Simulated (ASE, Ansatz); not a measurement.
# Convergence of a linear-scaling basis for C(110) slab, H on both faces (300 atoms), part 2 of 2

Aim: test how closely localised support functions follow the reference on C(110) slab, H on both faces (300 atoms), and at what cost. A setting counts as converged where the r.m.s. difference of forces stays under 1 % of the r.m.s. force.

Ansatz 0.2.0; Kohn-Sham DFT, PBEsol, PAW (set soft_2), plane waves.

The cell: 240 C and 60 H. Beside vacuum, support functions can miss their usual error bounds without a warning. The Brillouin zone is sampled at Γ only, in a cell whose shortest periodic width is 11 Å.

So far: The starting structure; Plane-wave single point.

**3. Structure statistics**

These statistics describe the geometry on which the runs were made.

Normalised to the volume that the atoms fill. Pair distribution functions g(r), in bins of 0.1 Å:

```csv
r (Å),total,C-C,C-H,H-H
0.95,0.00,0.00,0.00,0.00
1.05,1.12,0.00,3.49,0.00
1.15,0.43,0.00,1.33,0.00
1.25,0.00,0.00,0.00,0.00
1.35,0.00,0.00,0.00,0.00
1.45,0.33,0.52,0.00,0.00
1.55,5.20,8.12,0.00,0.00
1.65,0.17,0.27,0.00,0.00
1.75,0.00,0.00,0.00,0.00
1.85,0.22,0.00,0.00,5.40
1.95,0.28,0.00,0.00,7.12
2.05,0.02,0.00,0.07,0.00
2.15,1.05,0.00,3.27,0.00
2.25,0.10,0.00,0.31,0.00
2.35,0.00,0.00,0.00,0.00
2.45,1.60,2.09,0.02,6.46
2.55,5.45,7.26,1.52,8.03
2.65,0.12,0.02,0.33,0.00
2.75,0.90,0.00,2.80,0.00
2.85,0.13,0.17,0.07,0.00
2.95,3.83,5.98,0.00,0.00
3.05,0.47,0.50,0.47,0.00
3.15,0.04,0.00,0.13,0.00
3.25,0.05,0.00,0.15,0.00
3.35,0.28,0.00,0.88,0.00
3.45,0.42,0.04,1.26,0.00
3.55,1.39,1.90,0.15,3.11
3.65,0.21,0.30,0.00,0.46
3.75,0.00,0.00,0.00,0.00
3.85,1.58,2.43,0.08,0.00
3.95,1.30,1.23,1.60,0.05
4.05,0.15,0.00,0.14,2.73
4.15,0.33,0.00,1.04,0.00
4.25,0.30,0.05,0.84,0.04
4.35,3.59,4.79,0.82,6.50
4.45,0.79,0.81,0.76,0.62
4.55,0.41,0.41,0.48,0.00
4.65,2.02,2.86,0.59,0.00
4.75,0.09,0.04,0.19,0.00
4.85,0.00,0.00,0.00,0.00
4.95,0.44,0.12,1.15,0.00
5.05,1.43,1.82,0.60,1.82
5.15,0.39,0.09,0.83,1.63
5.25,1.97,2.82,0.50,0.06
```

Bonds by pair of elements; cutoffs follow the first minimum of g(r), held within bounds set by covalent radii, and pairs that aren't listed don't count as bonded:

```csv
pair A-B,cutoff (Å),bonds,mean length (Å),spread (Å),shortest (Å),B about A,A about B
C-C,1.85,450,1.55,0.029,1.46,3.75,3.75
C-H,1.34,60,1.08,0.031,1.02,0.25,1
```

How many atoms have how many bonded neighbours:

| element | mean | 1 | 4 |
| --- | --- | --- | --- |
| C | 4 | 0 | 240 |
| H | 1 | 60 | 0 |

Bond angles (no mean is given where the spread exceeds 20°):

| angle | count | mean (°) | spread (°) |
| --- | --- | --- | --- |
| C-C-C | 1260 | 109 | 1.6 |
| C-C-H | 180 | 110 | 2 |

First main peaks of g(r), for some of the pairs, lie near 1.55 Å (C-C) and 1.08 Å (C-H). Counting bonds as in the table, all C atoms have 4 and all H atoms have 1 bonded neighbour. The C-C-C angle averages 109° with a spread of 1.6°.

Local excerpt of 18 atoms (numbers count through the whole input) about C207, which bears the longest force; x, y, z are measured from there.

```
atom      x      y      z  distance (Å)  bonds  Löwdin charge (e)     Fx     Fy  Fz (eV/Å)
C207   0.00   0.00   0.00          0.00      4              -0.15  -2.12  -2.92      -3.97
H291  -0.08   0.58   0.83          1.02      1               0.18   0.28   1.82       2.77
 C16   1.21  -0.91  -0.06          1.51      4              -0.12   0.80   1.17       0.12
C206  -0.07   0.88  -1.29          1.57      4               0.02   1.69  -0.45       0.19
C160  -1.31  -0.90   0.01          1.59      4              -0.14   0.57   1.89      -4.28
H244   1.19  -1.51   0.87          2.11      1               0.15   0.20  -0.06       0.00
H280  -1.28  -1.56   0.81          2.17      1               0.17  -0.21  -1.02       2.06
 C47   2.47  -0.01  -0.06          2.47      4              -0.13   0.19  -1.97      -0.76
 C45   1.23   1.76  -1.32          2.52      4               0.02  -0.73   0.87       0.60
H252   1.22   2.03   0.86          2.52      1               0.17  -0.05  -0.64       1.10
 C13   1.21  -1.79  -1.30          2.52      4               0.02   0.51  -0.66      -0.39
C205  -1.28   1.77  -1.30          2.54      4               0.02  -0.54   0.79       0.02
H292  -1.34   2.02   0.84          2.56      1               0.13   0.23   0.95      -0.89
C203  -0.04  -0.01  -2.57          2.57      4               0.01  -0.12   0.43      -0.11
C157  -1.30  -1.79  -1.31          2.57      4               0.01  -0.27  -0.37       0.36
C175  -2.58  -0.04  -0.10          2.58      4              -0.11   1.02   0.32       2.14
H251   2.46   0.59   0.84          2.67      1               0.16   0.04   0.33       0.62
H283  -2.56   0.60   0.87          2.77      1               0.13  -0.31  -0.69      -1.05
```

The column of bonds counts only the pairs C-C within 1.85 Å, C-H within 1.34 Å; other neighbours, such as metal atoms beside each other in a compound, aren't counted, and periodic images can show an atom twice.

**4. Support functions medium**

With localised support functions most steps grow linearly with size, though the diagonalisation grows faster unless the density matrix is cut; this run measures error and cost at this size.

This step: Kohn-Sham DFT, PBEsol, PAW (set soft_2), localised support functions (medium) (Ansatz 0.2.0).

Contents of input.yaml:

```yaml
crystal:
  lattice:
    - [12.61125, 0.0, 0.0]
    - [0.0, 10.701, 0.0]
    - [0.0, 0.0, 20.60784]
  atoms:
    [... the 300 atom lines of step 2 ...]
kpoints:
  mp_grid: { grid: [1, 1, 1] }
hamiltonian:
  xc: pbesol
scf:
  occupations: { method: fixed }
  eigensolver: { kind: { support_functions: { accuracy: medium } } }
  mixing: { beta: 0.4 }
  max_iter: 150
output:
  forces: true
  eigenvalues: true
```

On the command line:

```
$ ansatz run input.yaml --threads 8 --pin off --max-ram 15872MiB --backend cpu --events-out ev --progress --plain --runs-dir out
```

Numbers of over 12 decimals in the logs are rounded to 6 here.

The log of the run:

```text
Warning: scf.eigensolver.kind.support_functions: disabling space-group detection — the functions' gradient is summed over unrotated k-points, so no spatial operation reduces the k-mesh or symmetrises the density; time reversal is kept, so that k and −k are solved as one point where they differ and the mesh holds both, and exact exchange and, on two spinor components, a DFT+U term hold to it where the run has them: [...]
settings of this run that can trade accuracy for cost: scf.eigensolver.kind.support_functions [...]
[...]
Crystal: 300 atoms, lattice volume = 2781.090 Å³
Basis set: ecut = 420 eV, 54389 PW (Γ), exchange–correlation on 180×144×288 points (8 copies of the dense FFT grid, shifted against one another)
Bands: 612, of which v1, the nominal top of the filled ones, is band 510 counted from 1 (509 counted from 0)
Symmetry: 1 space group operations
k-points: 1
[...]
SCF iter   1: F=—  HF=-60191.191906 eV  |F-HF|=—  |Δ(HF+E_count)|=         —  Δρ=9.39e-2  dr2=2.12e2  ethr=1.00e-1
[...]
SCF iter  10: F=-60141.479469 eV  HF=-60141.479468 eV  |F-HF|=4.51e-7  |Δ(HF+E_count)|=   4.82e-3  Δρ=1.82e-5  dr2=4.48e-6  ethr=3.42e-9
SCF 1 converged in 10 iterations: F = -60141.514549 eV  dr2 = 4.48e-6
[...]
SCF converged after 10 iterations
Stability not checked: this state was not tested for a lower state beside it, because the mixer in use, unlike msr1, does not test its closes by its own steps (another_mixer; see scf.mixing.algorithm and scf.lower_state_search)
Free energy (F): -60141.514549 eV
[...]
Internal energy: -60141.514549 eV  (E = F + TS)
E sigma→0 (E₀):  -60141.514549 eV
Fermi energy:    5.258888 eV
[...]
--- Forces (eV/Å), atoms counted from 1 ---
  atom   1  C      0.17772811    -0.88078219     1.75990033
  atom   2  C     -0.24609583     0.66799553     0.50633919
  atom   3  C      0.03865264     0.03463062    -0.48599781
  atom   4  C     -2.70923790    -0.64649088    -0.29569058
  atom   5  C      1.61791258    -0.37093584    -0.66272109
  atom   6  C     -0.23810473    -0.55260645     0.13123303
  atom   7  C      0.10846928    -0.74945944    -0.13351500
  atom   8  C     -0.05504604     1.93181349    -0.56539648
  atom   9  C     -0.56115899    -1.03949297     0.25755800
  atom  10  C      0.32732708     0.25463510     0.63331566
  atom  11  C     -0.10166414    -0.08581134    -1.84947654
  atom  12  C      0.37989451    -0.41435498     0.21128292
  atom  13  C      0.50637247    -0.66223088    -0.39479209
  atom  14  C     -1.25222293     1.49064132     2.23206381
[...]
atom 299  H     -0.05267940     0.25975053     0.88836277
  atom 300  H     -0.12647514     0.50449340    -0.01604135
  max |Σ_I F_I| component: 1.05e-2 eV/Å
--- Band table (eV) ---
[...]
```

The job ended after 1.7 min (8 threads of Arm Neoverse V2, shared host; peak memory 5.9 GiB; 13 min of CPU time).

The program notes that the band table was not solved further than the SCF left it and it switched symmetry off.

Keys that differ from the reference: support_functions.accuracy = "medium", scf.max_iter = 150 and scf.mixing.beta = 0.4.

Forces differ from the reference by 3.3 meV/Å r.m.s., 0.31 % of their size, within a tolerance of 1 %; the energy by -3.9 meV/atom.

**5. The ladder side by side**

Each row is set against the plane-wave reference (Kohn-Sham DFT, PBEsol, PAW (set soft_2), plane waves; r.m.s. force component 1.07 eV/Å). Energies are set beside the reference only for runs with its functional, potentials and electron count. Times are for 8 threads of Arm Neoverse V2, shared host. The reference's time includes the DOS and grids, which some other runs skip.

```
                     run  Δ force, r.m.s. (meV/Å)  share of r.m.s. force (%)  Δ energy (meV/atom)  Δ gap (eV)  cycles     time  host memory (GiB)
               reference                        -                          -                    -           -       8     79 s                5.1
support functions medium                     3.33                      0.312                -3.94      0.0027      10  1.7 min                5.9
```

**6. What came out**

```
free energy per atom                             : -200.4678 eV/atom
r.m.s. force component                           : 1.069 eV/Å
gap (highest filled to lowest empty level) : 2.058 eV
potential in mid-vacuum, over the Fermi level    : 2.971 eV
wall time of the 2 DFT runs                      : 3.1 min
```

**Reading.** Against plane waves at 420 eV, the forces differ by 3.3 meV/Å (0.31 %) with support functions medium. At 300 atoms the run with support functions medium takes roughly 1.3 times the time of plane waves (whose run also made extra analyses, so the like-for-like ratio is larger), in 10 SCF cycles against 8. Differences between support functions and plane waves include what basis error the plane-wave run still has.

The highest filled and lowest empty levels differ by 2.06 eV at Γ alone; the mesh holds the band edges only if they fold onto it, so the gap at this level can be narrower or closed, and states at the surface or the caps may set it. The potential stands 2.97 eV above the highest filled level over the upper face and 2.97 eV under the lower one, a reading of the ionisation potential at this level on the run's k-points. Counting bonds as in the table, all C atoms have 4 and all H atoms have 1 bonded neighbour.

**Limits.** The geometry was built by rule, was displaced at random and isn't relaxed at this level: its force components are 1.1 eV/Å r.m.s.

[Logs are printed without paths, hosts, clocks, repeated set-up lines and the standing remarks that a program may print on its own settings, such as how far it seeks lower states.]

[Hosts, paths, dates, database ids (printed as entryN), source tags and the programs' standing remarks are cut or masked in the printed files.]
